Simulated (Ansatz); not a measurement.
# TiB2 in Ansatz: the effect of functional

Crystal: TiB2.

```
Ti B
1.0
     3.02920    0.00000    0.00000
    -1.51460    2.62336    0.00000
     0.00000    0.00000    3.22840
Ti B
1 2
Direct
  0.00000 0.00000 0.00000
  0.66667 0.33333 0.50000
  0.33333 0.66667 0.50000
```

Alike in all runs:

- Program: Ansatz 0.2.0
- Task: projected density of states
- Potentials or basis: Ansatz PAW
- k mesh: 6 × 6 × 5
- Occupations: fermi-dirac, width 0.05 eV
- Spin: no spin polarisation

```csv
functional,cutoff,pressure (GPa)
LDA,420 eV (not typed: the program's choice for these potentials),-11.0
PBE,420 eV (not typed: the program's choice for these potentials),0.5
PBEsol,420 eV (not typed: the program's choice for these potentials),-4.9
RPBE,420 eV (not typed: the program's choice for these potentials),5.1
revPBE,420 eV (not typed: the program's choice for these potentials),3.9
BLYP,420 eV (not typed: the program's choice for these potentials),6.8
r2SCAN,500 eV (not typed: the program's choice for these potentials),?
HSE06,420 eV (not typed: the program's choice for these potentials),-4.5
PBE0,420 eV (not typed: the program's choice for these potentials),-5.0
r2SCAN0,500 eV (not typed: the program's choice for these potentials),-5.6
```

Problem. What does the run with functional r2SCAN give?

Solution. Pressure -1.0 GPa.

Caveats: all runs use coarse meshes; the density of states is complete only up to the lowest level of the last band computed; the PAW data sets come from PBE, with cores solved anew for the run's functional, which leaves a small shift of forces and pressure (some runs); the thresholds are loose for stress (some runs).
